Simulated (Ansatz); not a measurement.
Ansatz input

```yaml
crystal:
  lattice:
    - [2.6173666896, 0.0, 0.0]
    - [0.0, 2.6173666896, 0.0]
    - [0.0, 0.0, 2.6173666896]
  atoms:
    - { symbol: Al, position: [0.0, 0.0, 0.0] }
hamiltonian:
  xc: rpbe
  pseudopotentials:
    kind: paw
    azcp:
      Al: "pseudopotentials/Al.paw.azcp"
basis:
  ecutwfc: 420
  fft_grid_basis: typed
kpoints:
  mp_grid: { grid: [12, 12, 12], shift: [0, 0, 0] }
magnetization:
  spin_polarized: false
scf:
  occupations: { method: fermi_dirac, width: 0.1 }
relax:
  max_steps: 60
  f_tol: 0.01
  cell: {}
output:
  write_density: true
  write_potential: true
  elf: true
  volumetric_format: npy
```

Output

```
Engine: ansatz 0.2.0, x86_64-unknown-linux-gnu
Pseudopotentials: kind: paw
Pseudopotential: Al, paw, valence charge 3, recommended cutoff 420 eV (normal) 
Functional definition: RPBE
  parameter kappa = 0.804
  parameter beta = 0.06672455060314922
  exchange = rpbe_x(kappa = kappa, mu = beta*pi^2/3)
  correlation = pbe_c(beta = beta)
Crystal: 1 atoms, lattice volume = 17.931 Å³
Basis set: ecut = 420 eV, 365 PW (Γ), exchange–correlation on 36×36×36 points (8 copies of the dense FFT grid, shifted against one another)
Bands: 6, of which v1, the nominal top of the filled ones, is band 2 counted from 1 (1 counted from 0)
Symmetry: 48 space group operations
Space group: Pm-3m (ITA 221), of the structure as read, at distance tolerance 2.6e-5 Å
k-points: 84 of 1728
Non-local potential: Al, projectors of the file, l = 0: 2, l = 1: 2, l = 2: 1
PAW form: soft (Blöchl's): semilocal exchange-correlation on the pseudo side does not see the compensation charge
PAW frozen core: Al, regenerated for the run's functional, and the local potential with it (the file was generated under x = pbe(κ = 0.804, μ = 0.2195149727645171), c = pbe(β = 0.06672455060314922))
PAW one-centre angular grid: Al, 110 points (default); XC on 64 Gauss nodes
Initial density: superposition of atomic densities (neutral atoms: chi_scale 0, normalization atom), corrected by the library's trained network
Initial wavefunctions: pseudopotential atomic-orbital guess
Functional: x = rpbe, c = pbe(β = 0.06672455060314922)
SCF iter   1: F=—  HF=-540.008410 eV  |F-HF|=—  |Δ(HF+E_count)|=         —  Δρ=3.33e-3  dr2=2.70e-3  ethr=1.77e-3  ⟨swp⟩=4.7  Hψ=4484  notcnv=0
SCF iter   2: F=—  HF=-540.007709 eV  |F-HF|=—  |Δ(HF+E_count)|=   7.01e-4  Δρ=1.50e-3  dr2=5.34e-4  ethr=9.01e-5  ⟨swp⟩=1.0  Hψ=1176  notcnv=0
SCF iter   3: F=—  HF=-540.007559 eV  |F-HF|=—  |Δ(HF+E_count)|=   1.49e-4  Δρ=5.07e-5  dr2=2.39e-7  ethr=1.78e-5  ⟨swp⟩=1.9  Hψ=664  notcnv=0
SCF iter   4: F=—  HF=-540.007564 eV  |F-HF|=—  |Δ(HF+E_count)|=   4.20e-6  Δρ=1.19e-5  dr2=2.02e-8  ethr=7.97e-9  ⟨swp⟩=2.0  Hψ=680  notcnv=0
iter 5 did not close the SCF: its close was put off for the readings that it lacked (scf_convergence_deferred on its scf_iter line)
SCF iter   5: F=-540.007564 eV  HF=-540.007564 eV  |F-HF|=1.68e-10  |Δ(HF+E_count)|=   1.23e-8  Δρ=1.22e-6  dr2=1.90e-10  ethr=6.74e-10  ⟨swp⟩=1.9  Hψ=669  notcnv=0
SCF iter   6: F=-540.007564 eV  HF=-540.007564 eV  |F-HF|=1.82e-12  |Δ(HF+E_count)|=  1.81e-10  Δρ=1.00e-7  dr2=6.80e-13  ethr=6.32e-12  ⟨swp⟩=3.0  Hψ=1670  notcnv=0
SCF 1 converged in 6 iterations: F = -540.007564 eV  dr2 = 6.80e-13
...
SCF 6 converged in 3 iterations: F = -540.079496 eV  dr2 = 5.18e-10
relax step   6: F+E_penalty+E_count = -540.07949551 eV  Δ(F+E_penalty+E_count) = -4.816e-7 eV  max|allowed force component| = 0.000e0 eV/Å  Δτ_max = 0.0000 Å  P = +0.003 GPa  Ω = 20.556 Å³  energy of the carried Pulay correction = -1.365e-5 eV  (3 SCF iters, dr2 threshold 3.02e-8 eV, accepted)
iter 1 solved again at ethr=1.21e-8 eV; its pass at ethr=3.10e-3 eV (dr2=3.63e-7 eV) is discarded
SCF iter   1: F=—  HF=-540.079455 eV  |F-HF|=—  |Δ(HF+E_count)|=         —  Δρ=4.90e-6  dr2=2.90e-9  ethr=1.21e-8  ⟨swp⟩=3.1  Hψ=6016  notcnv=0
SCF iter   2: F=—  HF=-540.079513 eV  |F-HF|=—  |Δ(HF+E_count)|=   5.78e-5  Δρ=1.13e-6  dr2=5.44e-11  ethr=9.66e-11  ⟨swp⟩=2.2  Hψ=667  notcnv=0
SCF iter   3: F=—  HF=-540.079513 eV  |F-HF|=—  |Δ(HF+E_count)|=  2.66e-10  Δρ=6.34e-7  dr2=1.51e-11  ethr=1.00e-12  ⟨swp⟩=5.0  Hψ=1582  notcnv=0
SCF iter   4: F=-540.079513 eV  HF=-540.079513 eV  |F-HF|=1.14e-13  |Δ(HF+E_count)|=  1.28e-10  Δρ=2.94e-8  dr2=2.09e-13  ethr=1.00e-12  ⟨swp⟩=4.8  Hψ=1273  notcnv=0
SCF 7 converged in 4 iterations: F = -540.079513 eV  dr2 = 2.09e-13
relax step   7: F+E_penalty+E_count = -540.07951290 eV  Δ(F+E_penalty+E_count) = -1.739e-5 eV  max|allowed force component| = 0.000e0 eV/Å  Δτ_max = 0.0000 Å  P = +0.003 GPa  Ω = 20.556 Å³  stress off target by 3.25e-3 GPa  SCF on the basis re-selected at this cell (its energy is not comparable with the rows above)  (4 SCF iters)
basis re-selected at this cell: Δ(F+E_penalty+E_count) = -1.739e-5 eV, ΔP = +0.001 GPa vs the last step (what re-selecting the basis moved, of the pressure what is left beyond the Pulay correction that the steps carried, after the strain that the cell walked since its last selection, with what the two solves' SCF thresholds leave and, on support functions, any second-order correction that the steps lacked; it is no measure of the basis error at this ecutwfc). This SCF's stress stands 3.25e-3 GPa from its target on what of the cell is left free (relax.cell.stress_tol is 5.00e-2 GPa) and its largest allowed force component is 0.00e0 eV/Å (relax.f_tol is 1.00e-2 eV/Å): within both
SCF converged after 4 iterations
Free energy (F): -540.079513 eV
Harris-Foulkes:  -540.079513 eV  (|F-HF|=1.14e-13)
Internal energy: -540.062575 eV  (E = F + TS)
E sigma→0 (E₀):  -540.071044 eV
Entropy (-TS):   -0.016938 eV (-16.938 meV/atom)
Fermi energy:    5.510275 eV
--- Per-component energies (eV) ---
  E_band       = 5.543575
  E_kinetic    = 20.636700
  E_local      = 4.347778  (includes V_loc(G=0)·N_el)
  E_nonlocal   = 10.474757
  E_hartree    = 0.433244
  E_xc         = -38.733656
  E_vxc        = -27.346987  (∫ρ·V_xc dr)
  E_paw        = -470.088169  (= ΣΔE_a)
  E_vpaw       = -3.435160  (= ΣTr[D̂ρ^β])
  E_aug_tail   = -0.000001  (compensation charges beyond the density's cutoff)
  E_ewald      = -67.115966
  E_core_change = -0.017261  (= ΣΔE_core)
  E_smearing   = -0.016938  (= −TS)
  E_closure    = 0.000000  (closes the sum)
  Σ components = -540.079513   (vs F -540.079513, Δ=0.00e0)
--- Forces (eV/Å), atoms counted from 1 ---
  atom   1  Al     0.00000000     0.00000000     0.00000000
  max |Σ_I F_I| component: 2.57e-34 eV/Å
--- Stress (GPa, compression-positive) ---
        0.003246       0.000000       0.000000
        0.000000       0.003246      -0.000000
        0.000000      -0.000000       0.003246
  P = ⅓ Tr σ = 0.0032 GPa (0.032 kbar)
--- Band table (eV; the first three rows and the last of 84) ---
  k-point 0: bands = ["-3.9092", "13.4150", "13.4150", "14.5504", "14.5504", "14.5504"]
  k-point 1: bands = ["-3.7738", "11.4600", "13.5283", "14.6640", "14.6640", "16.2282"]
  k-point 2: bands = ["-3.3690", "9.0416", "13.8611", "15.0056", "15.0056", "17.7891"]
  k-point 83: bands = ["8.3521", "8.3521", "8.3521", "11.0525", "11.0525", "11.0525"]
--- Relaxed structure (5 steps of the walk, 5 accepted, 2 SCFs on fresh bases) ---
  F+E_penalty+E_count = -540.07951290 eV   max|allowed force component| = 0.000e0 eV/Å   (the final SCF, on the basis selected at the relaxed cell)
  cell:  # Å, volume = 20.5556 Å³
    - [2.7393235937938507, -3.334266216220402e-33, 2.8246972517679455e-33]
    - [-3.591056875472033e-33, 2.7393235937938507, 0.0]
    - [3.59506922952284e-33, 0.0, 2.7393235937938507]
  atoms:
    - { symbol: Al, position: [0.0, 0.0, 0.0] }
```
